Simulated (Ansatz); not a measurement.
This script for the Python package of Ansatz (0.2.0) starts 4 runs on TaC, space group Fm-3m. What input does the engine get in each?

`tac.py`:
```python
'''How the lattice of TaC depends on the functional.'''

import ansatz as az
import numpy as np

def edges_and_angles(cell):
    cell = np.asarray(cell)
    a, b, c = np.linalg.norm(cell, axis=1)
    cosines = cell[1] @ cell[2] / (b * c), cell[0] @ cell[2] / (a * c), cell[0] @ cell[1] / (a * b)
    return (a, b, c, *np.degrees(np.arccos(cosines)))


def main() -> None:
    lattice = az.Lattice.of(
        [0.0, 2.223, 2.223],
        [2.223, 0.0, 2.223],
        [2.223, 2.223, 0.0],
    )
    sites = [
        ('Ta', [0.0, 0.0, 0.0]),
        ('C', [0.5, 0.5, 0.5]),
    ]
    structure = az.Crystal(lattice=lattice)
    for symbol, position in sites:
        structure = structure.atom(symbol, position)

    base = structure.calculation()
    base = base.kpoints(12, 12, 12, center='gamma').occupations(az.OccupationsMethod.FERMI_DIRAC)
    base = base.scf(tolerance=1e-09)
    base = base.relax(cell=True, max_steps=40)

    levels = [('revpbe', 'd3bj'), ('pbesol', 'none'), ('pbe', 'none'), ('r2scan', 'rvv10')]
    print('level            a       b       c    alpha   beta  gamma  V/atom  steps')
    for name, dispersion in levels:
        seen = []
        run = base.functional(name, dispersion=dispersion).session().plan()
        done = run.execute(on_event=lambda e: seen.append(e) if e['event'] == 'relax_step' else None)
        cell = done.lattice.cell_ang
        label = name if dispersion == 'none' else f'{name}+{dispersion}'
        print('{:13s} {:7.4f} {:7.4f} {:7.4f} {:6.2f} {:6.2f} {:6.2f}'.format(label, *edges_and_angles(cell)), f'{abs(np.linalg.det(cell)) / len(done.lattice.sites):7.3f} {len(seen):5d}')


if __name__ == '__main__':
    main()
```

Run 1:
```yaml
crystal:
  lattice:
    - [0.0, 2.223, 2.223]
    - [2.223, 0.0, 2.223]
    - [2.223, 2.223, 0.0]
  atoms:
    - { symbol: Ta, position: [0.0, 0.0, 0.0] }
    - { symbol: C, position: [0.5, 0.5, 0.5] }
kpoints:
  mp_grid:
    grid: [12, 12, 12]
    shift: [0.0, 0.0, 0.0]
hamiltonian:
  xc: revpbe
  dispersion: d3bj
scf:
  convergence:
    dr2_threshold: 1.0e-09
  occupations:
    method: fermi_dirac
relax:
  max_steps: 40
  cell: {}
```

Run 2, against run 1:
```diff
-  xc: revpbe
-  dispersion: d3bj
+  xc: pbesol
+  dispersion: none
```

Run 3, against run 1:
```diff
-  xc: revpbe
-  dispersion: d3bj
+  xc: pbe
+  dispersion: none
```

Run 4, against run 1:
```diff
-  xc: revpbe
-  dispersion: d3bj
+  xc: r2scan
+  dispersion: rvv10
```

`python tac.py` gives:
```text
level            a       b       c    alpha   beta  gamma  V/atom  steps
DeckWarning: basis.ecutwfc = 420 eV, auto-derived from the records' recommended cutoffs: set by Ta (normal level)
DeckWarning: relax.cell: scf.convergence.dr2_threshold = 1e-9 eV is looser than the 2e-10 eV advised for a relaxation that steers and ends on the stress (1e-10 eV for each atom of the cell: 2). What [...]
revpbe+d3bj    3.1337  3.1337  3.1337  60.00  60.00  60.00  10.880     6
pbesol         3.1398  3.1398  3.1398  60.00  60.00  60.00  10.943     4
pbe            3.1649  3.1649  3.1649  60.00  60.00  60.00  11.208     5
DeckWarning: basis.ecutwfc = 500 eV, auto-derived from the records' recommended cutoffs: set by Ta (their level for a meta-GGA)
r2scan+rvv10   3.1499  3.1499  3.1499  60.00  60.00  60.00  11.050     4
```
(Warnings from the package without file and line, shortened.)

From smallest to largest: revPBE+D3BJ (10.88 Å³ an atom, -1.0 % against the start), PBEsol (10.94 Å³ an atom, -0.4 % against the start), r2SCAN+RVV10 (11.05 Å³ an atom, +0.6 % against the start) and PBE (11.21 Å³ an atom, +2.0 % against the start). The spread is 3.0 % in volume.

Forces vanish by symmetry, so the ions can't move, and the end may be a saddle. Dispersion corrections can be off by several per cent in the lattices of metals, and by several GPa in the pressure at a fixed cell. The mesh is modest for a metal, so energies can be off by several to tens of meV an atom and pressures by half a GPa or more; differences at equal mesh fare better. Edges and angles are those of the cell as typed, here a primitive one, not of the conventional cell. Of the deposited cell: the entry's cell lengths or inner coordinates differ somewhat from later room-temperature determinations. Spin-orbit coupling, which matters for elements this heavy, is left out. The structure is a deposited one; some such entries were measured under pressure or heat, so a shift against it needn't be the functional's error alone. Processor time in the engine: 26 s on 1 thread of Intel(R) Xeon(R) Processor @ 2.30GHz, on a shared host, peak memory 0.64 GiB.
